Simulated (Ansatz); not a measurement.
Here is an Ansatz 0.2.0 calculation.

Contents of input.yaml:

```yaml
crystal:
  lattice:
    - [3.27188478, 0.0, 0.0]
    - [0.0, 3.27188478, 0.0]
    - [0.0, 0.0, 3.27188478]
  atoms:
    - { symbol: In, position: [0.0, 0.0, 0.0] }
    - { symbol: Pd, position: [0.5, 0.5, 0.5] }
hamiltonian:
  xc: pbe
  pseudopotentials: { kind: paw }
kpoints:
  mp_grid: { grid: [8, 8, 8] }
scf:
  occupations: { method: gaussian, width: 0.016 }
output:
  forces: true
  stress: true
  eigenvalues: true
```

Potentials or basis: Ansatz PAW.

Launch:

```bash
$ ansatz run input.yaml --threads 2 --pin off --max-ram 5632MiB --backend cpu --events-out ev --progress --plain --runs-dir out
```

Question: What does it give for the band gap on the k mesh?

Answer: None (metal or under the smearing width).

Question: Estimate the pressure.

Answer: 3.7 GPa.
